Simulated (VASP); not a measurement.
Input of a VASP 6.6.1 run:

File POSCAR:

```
BaS
1.0
    0.0000000000      3.1937500000      3.1937500000
    3.1937500000      0.0000000000      3.1937500000
    3.1937500000      3.1937500000      0.0000000000
Ba S
1 1
Direct
    0.0000000000      0.0000000000      0.0000000000
    0.5000000000      0.5000000000      0.5000000000
```

Contents of INCAR.step1:

```
PREC = Accurate
ENCUT = 450
EDIFF = 1E-8
ISMEAR = 0
SIGMA = 0.01
LREAL = F
LASPH = T
NELM = 80
ALGO = Normal
LWAVE = T
LCHARG = F
GGA = CA
```

Contents of INCAR.step2:

```
PREC = Accurate
ENCUT = 450
EDIFF = 1E-8
ISMEAR = 0
SIGMA = 0.01
LREAL = F
LASPH = T
NELM = 1
ALGO = Exact
LWAVE = T
LCHARG = F
GGA = CA
NBANDS = 113
LOPTICS = T
ISTART = 1
```

Contents of INCAR.step3:

```
PREC = Accurate
ENCUT = 450
EDIFF = 1E-8
ISMEAR = 0
SIGMA = 0.01
LREAL = F
LASPH = T
ALGO = EVGW0
LWAVE = F
LCHARG = F
GGA = CA
NELMGW = 1
NBANDS = 113
ENCUTGW = 80
NOMEGA = 50
PRECFOCK = Fast
ISTART = 1
NBANDSGW = 16
```

Contents of KPOINTS:

```
Automatic mesh
0
Gamma
  4 4 4
```

Potentials or basis: VASP PAW LDA potentials, release 64 (Ba_sv_GW, S_GW).

Command:

```console
$ cat potpaw_LDA.64/Ba_sv_GW/POTCAR potpaw_LDA.64/S_GW/POTCAR > POTCAR
$ cp INCAR.step1 INCAR
$ mpirun -np 1 vasp_std > vasp.out
$ cp INCAR.step2 INCAR
$ mpirun -np 1 vasp_std > vasp.out
$ cp INCAR.step3 INCAR
$ mpirun -np 1 vasp_std > vasp.out
```

Q: Estimate the quasiparticle gap.

A: 3.25 eV.

Q: What does it give for the least direct quasiparticle gap?

A: 3.38 eV.

Q: Predict the band gap on the k mesh, mean-field level.

A: 2.00 eV, indirect (least direct gap 2.10 eV).

Caveat: the k mesh is coarse (spacing up to 0.43 Å⁻¹), so the values aren't converged; bands, screening cutoff and mesh are small and nothing is extrapolated, so the quasiparticle values aren't converged; spin-orbit coupling is left out, which moves the levels of the heavy elements. A k mesh can miss the band edges.
